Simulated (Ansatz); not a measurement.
**Au: equation of state with r2SCAN**

The system is Au.

```
Au
1.0
     2.90000    0.00000    0.00000
    -1.45000    2.51147    0.00000
     0.00000    0.00000    4.88000
Au
2
Cartesian
  1.4500 0.8372 1.2200
  0.0000 1.6743 3.6600
```

This isn't the form of Au at room conditions, which is fcc.

| Quantity | Value |
| --- | --- |
| Program | Ansatz 0.2.0 |
| Task | equation of state |
| Functional | r2SCAN |
| Potentials or basis | Ansatz PAW |
| Cutoff | 500 eV |
| Density cutoff | 2000 eV |
| k mesh | 11 × 11 × 6 |
| Occupations | fermi-dirac, width 0.05 eV |
| Spin | no spin polarisation |

| Item | Value |
| --- | --- |
| Equilibrium volume | 17.57 Å³/atom |
| Bulk modulus at fixed shape and positions | 153 GPa |
| Pressure derivative of the bulk modulus | 5.8 |

Energy against volume, from the lowest point:
| volume (Å³/atom) | energy (meV/atom) |
| --- | --- |
| 16.705 | 22.33 |
| 17.060 | 6.98 |
| 17.416 | 0.00 |
| 17.771 | 0.34 |
| 18.127 | 7.03 |
| 18.482 | 19.28 |
| 18.837 | 36.31 |

All runs of the series together: 77 s on 2 threads of Intel(R) Xeon(R) Processor @ 2.50GHz (Skylake/Cascade Lake), on a shared host.

Caveat: the cell was scaled at fixed shape and fractional positions, which overstates the stiffness of a crystal with free parameters, most of all of layers and chains; the PAW data sets were made with another functional, which shifts forces and pressure a little. Spin-orbit coupling is left out, which matters for the levels of Au.
